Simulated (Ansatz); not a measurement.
**BAs (CsCl type): how the settings move a single-point run**

How sensitive is a single-point run of BAs (CsCl type) to its settings? A reference run comes first, then one run with altered input.

Program: Ansatz 0.2.0. Level of theory: reference: DFT, PBE, PAW with Ansatz's default frozen-core files, scalar-relativistic. These are calculated values, not measurements.

## 1. The system as given

Symmetry: Pm-3m, No. 221, cubic system. Conventional cell: a = 2.816 Å, b = 2.816 Å, c = 2.816 Å, α = 90.00°, β = 90.00°, γ = 90.00°. B (site symmetry m-3m) has 8 As at 2.44 Å as nearest neighbours. As (site symmetry m-3m) has 8 B at 2.44 Å as nearest neighbours.

As a file:

```
CELL_PARAMETERS angstrom
2.81562 0.00000 0.00000
0.00000 2.81562 0.00000
0.00000 0.00000 2.81562
ATOMIC_POSITIONS crystal
B 0.00000 0.00000 0.00000
As 0.50000 0.50000 0.50000
```

## 2. Reference

The input, input.yaml:

```yaml
crystal:
  lattice:
    - [2.8156175929, 0.0, 0.0]
    - [0.0, 2.8156175929, 0.0]
    - [0.0, 0.0, 2.8156175929]
  atoms:
    - { symbol: B, position: [0.0, 0.0, 0.0] }
    - { symbol: As, position: [0.5, 0.5, 0.5] }
kpoints:
  mp_grid: { grid: [15, 15, 15] }
scf:
  occupations: { method: fermi_dirac, width: 0.05 }
hamiltonian:
  xc: pbe
  pseudopotentials: { kind: paw }
output:
  forces: true
  stress: true
  eigenvalues: true
  populations: true
```

Command:

```bash
$ ansatz run input.yaml --threads 1 --pin off --max-ram 2048MiB --backend cpu --events-out ev --progress --plain --runs-dir out
```

Excerpt of the output:

```text
[...]
Basis set: ecut = 420 eV, 461 PW (Γ), exchange–correlation on 40×40×40 points (8 copies of the dense FFT grid, shifted against one another)
[...]
k-points: 120 of 3375
[...]
SCF iter   1: F=—  HF=-5008.878484 eV  |F-HF|=—  |Δ(HF+E_count)|=         —  Δρ=2.53e-3  dr2=1.66e-3  ethr=1.77e-3  ⟨swp⟩=5.0  Hψ=17890  notcnv=0  defer=23
[...]
preconditioner: auto → none  [metal: Δε(μ)=0.015 eV  Ē_g=16.889 eV  σ=0.050 eV  W_gap=0.07  n_scr=6 (ndim 8)  ℏωp=22.2 eV  f_vac=0.000  D(μ)=1.22/eV (n_scr^D=6)  sad-step TF]
SCF iter   2: F=—  HF=-5008.878288 eV  |F-HF|=—  |Δ(HF+E_count)|=   1.96e-4  Δρ=1.76e-3  dr2=8.48e-4  ethr=9.20e-6  ⟨swp⟩=1.2  Hψ=3028  notcnv=0  defer=43
[...]
SCF iter   5: F=—  HF=-5008.878122 eV  |F-HF|=—  |Δ(HF+E_count)|=   4.64e-7  Δρ=2.03e-5  dr2=9.88e-8  ethr=1.08e-8  ⟨swp⟩=2.0  Hψ=2811  notcnv=0  defer=43
SCF iter   6: F=-5008.878122 eV  HF=-5008.878122 eV  |F-HF|=7.61e-9  |Δ(HF+E_count)|=   1.71e-7  Δρ=3.85e-6  dr2=2.32e-9  ethr=5.49e-10  ⟨swp⟩=6.9  Hψ=9194  notcnv=0
[...]
SCF converged after 6 iterations
Free energy (F): -5008.878122 eV
[...]
E sigma→0 (E₀):  -5008.873529 eV
[...]
Fermi energy:    14.802719 eV
[...]
  P = ⅓ Tr σ = 17.3205 GPa (173.205 kbar)
[...]
```

It took 2.8 s on 1 thread of Arm Neoverse V2, shared host; peak memory 0.32 GiB.

## 3. Changed: symmetry.detect false, xc revpbe, xc_grid 2

Changes to input.yaml since step 2:

```diff
@@ -8,2 +8,3 @@
     - { symbol: As, position: [0.5, 0.5, 0.5] }
+  symmetry: { detect: false }
 kpoints:
@@ -13,3 +14,3 @@
 hamiltonian:
-  xc: pbe
+  xc: revpbe
   pseudopotentials: { kind: paw }
@@ -20 +21,7 @@
   populations: true
+  write_density: true
+  write_potential: true
+  elf: true
+  volumetric_format: npy
+basis:
+  xc_grid: 2
```

Command:

```bash
$ ansatz run input.yaml --threads 1 --pin off --max-ram 2048MiB --backend cpu --events-out ev --progress --plain --runs-dir out
```

What it wrote, cut to the lines that bear on the results:

```text
[...]
Pseudopotentials: kind: paw
Pseudopotential: B, paw, valence charge 3, recommended cutoff 420 eV (normal)
Pseudopotential: As, paw, valence charge 15, recommended cutoff 420 eV (normal)
Functional definition: revPBE
[...]
Crystal: 2 atoms, lattice volume = 22.321 Å³
Basis set: ecut = 420 eV, 461 PW (Γ), exchange–correlation on 40×40×40 points (8 copies of the dense FFT grid, shifted against one another)
Bands: 13, of which v1, the nominal top of the filled ones, is band 9 counted from 1 (8 counted from 0)
Symmetry: 1 space group operations
k-points: 1688 of 3375 (time reversal used)
[...]
SCF iter   1: F=—  HF=-5013.824118 eV  |F-HF|=—  |Δ(HF+E_count)|=         —  Δρ=2.59e-3  dr2=1.61e-3  ethr=1.77e-3  ⟨swp⟩=5.0  Hψ=251034  notcnv=0  defer=270
[...]
SCF iter   6: F=-5013.823728 eV  HF=-5013.823728 eV  |F-HF|=2.00e-10  |Δ(HF+E_count)|=   1.67e-9  Δρ=7.30e-7  dr2=1.51e-10  ethr=2.92e-11  ⟨swp⟩=6.9  Hψ=154300  notcnv=0
[...]
SCF converged after 6 iterations
Free energy (F): -5013.823728 eV
[...]
E sigma→0 (E₀):  -5013.819206 eV
Entropy (-TS):   -0.009044 eV (-4.522 meV/atom)
Fermi energy:    14.882983 eV
[...]
--- Forces (eV/Å), atoms counted from 1 ---
  atom   1  B     -0.00000001     0.00000002     0.00000001
  atom   2  As     0.00000001     0.00000000    -0.00000000
[...]
--- Stress (GPa, compression-positive) ---
       19.010809      -0.000000      -0.000000
       -0.000000      19.010808      -0.000000
       -0.000000      -0.000000      19.010808
  P = ⅓ Tr σ = 19.0108 GPa (190.108 kbar)
--- Band table (eV; the first three rows and the last of 1688) ---
  k-point 0: bands = ["-21.5443", "-21.5443", "-21.4692", "-21.4692", "-21.4692", "-2.1723", "13.8499", "13.8499", "13.8499", "15.7738", "20.3637", "20.3637", "25.6076", "25.6076", "25.6076", "35.5030", "35.5030"]
[...]
--- Löwdin populations: 2 sites ---
  site symbol       q [e]
     0      B      3.5223
     1     As     14.3844
  spilling = 0.005181 (of n_electrons = 18.000000)
```

It took 69 s on 1 thread of Arm Neoverse V2, shared host; peak memory 0.95 GiB.

A change of functional puts the total energy on another scale; the pressure goes from 17.3 to 19.0 GPa. At this fixed cell a higher pressure means that this functional prefers a larger volume than the reference.

## 4. Side by side

| run | ending | energy change | pressure (GPa) | gap (eV) | force (eV/Å) | cycles | time |
| --- | --- | --- | --- | --- | --- | --- | --- |
| reference | converged | - | 17.3 | 0.00 | 0.00 | 6 | 2.8 s |
| 1: symmetry.detect false, xc revpbe, xc_grid 2 | converged | not comparable | 19.0 | 0.00 | 0.00 | 6 | 69 s |

Times don't compare one to one where runs were asked for different outputs or read a saved state (see the inputs); cycles may leave out searches for a lower state.

Residual by cycle in the longest SCF loop of each run; runs are numbered as in the table. The quantity is the density residual dr2, in eV.

| cycle | reference | run 1 |
| --- | --- | --- |
| 1 | 0.00166 | 0.00161 |
| 2 | 8.5e-4 | 7.7e-4 |
| 3 | 2.9e-5 | 4.7e-5 |
| 4 | 1.9e-6 | 3.4e-7 |
| 5 | 9.9e-8 | 5.3e-9 |
| 6 | 2.3e-9 | 1.5e-10 |

**Reading.** A change of functional puts the total energy on another scale; the pressure goes from 17.3 to 19.0 GPa. At this fixed cell a higher pressure means that this functional prefers a larger volume than the reference. The structure is not at rest: the sound run finds 17 GPa, so these are no properties of the relaxed crystal. 
